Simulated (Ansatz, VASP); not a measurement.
This is a calculation of Li for Ansatz 0.2.0.

The input input.yaml:

```yaml
crystal:
  lattice:
    - [1.5505, 0.8951815924, 7.5883]
    - [-1.5505, 0.8951815924, 7.5883]
    - [0.0, -1.7903631848, 7.5883]
  atoms:
    - { symbol: Li, position: [0.778, 0.778, 0.778] }
    - { symbol: Li, position: [0.222, 0.222, 0.222] }
    - { symbol: Li, position: [0.0, 0.0, 0.0] }
hamiltonian:
  xc: pbe
  pseudopotentials: { kind: paw }
kpoints:
  mp_grid: { grid: [10, 10, 10] }
scf:
  occupations: { method: gaussian, width: 0.02 }
output:
  forces: true
  stress: true
  eigenvalues: true
```

Potentials or basis: Ansatz PAW.

Run with:

```bash
$ ansatz run input.yaml --threads 2 --pin off --max-ram 5632MiB --backend cpu --events-out ev --progress --plain --runs-dir out
```

Question: Translate it to VASP 6.6.1. Potentials there: VASP PAW PBE potentials, release 64 (Li_sv).

Answer: As run (the cutoff follows the program's own potentials):

run.py

```python
from ase.calculators.vasp import Vasp
from ase.dft.bandgap import bandgap
from ase.spacegroup import crystal

atoms = crystal(
    ['Li', 'Li'],
    basis=[[0.0, 0.0, 0.778], [0.0, 0.0, 0.0]],
    spacegroup=166,
    setting=1,
    cellpar=[3.101, 3.101, 22.7649, 90.0, 90.0, 120.0],
    primitive_cell=True,
)
calc = Vasp(
    directory='calc',
    xc='pbe',
    pp='PBE',
    setups='recommended',
    prec='Accurate',
    encut=520,
    ediff=1e-07,
    ismear=0,
    sigma=0.02,
    lreal=False,
    lasph=True,
    nelm=100,
    algo='Fast',
    isif=2,
    lwave=False,
    lcharg=False,
    kpts=[10, 10, 10],
    gamma=True,
    nbands=12,
)
atoms.calc = calc

print('energy (eV):', atoms.get_potential_energy())
print('free energy (eV):', atoms.get_potential_energy(force_consistent=True))
print('forces (eV/A):')
print(atoms.get_forces())
print('stress (eV/A^3, Voigt):', atoms.get_stress())
print('Fermi level (eV):', calc.get_fermi_level())
gap, top, bottom = bandgap(calc)
print('band gap (eV):', gap, 'from (spin, k, band)', top, 'to', bottom)
```

Potentials or basis: VASP PAW PBE potentials, release 64 (Li_sv).

Run with:

```bash
$ python run.py
```

Both were run:

|  | VASP | Ansatz | Ansatz less VASP |
| --- | --- | --- | --- |
| gap on the k mesh at the Fermi level (eV) | none | none | - |
| rms of the force components (eV/Å) | 0.004 | 0.004 | -0.0001 |

Atom by atom the forces differ by 0.000 eV/Å (rms over components). A gap of «none» marks a metal or a gap that the smearing closes.
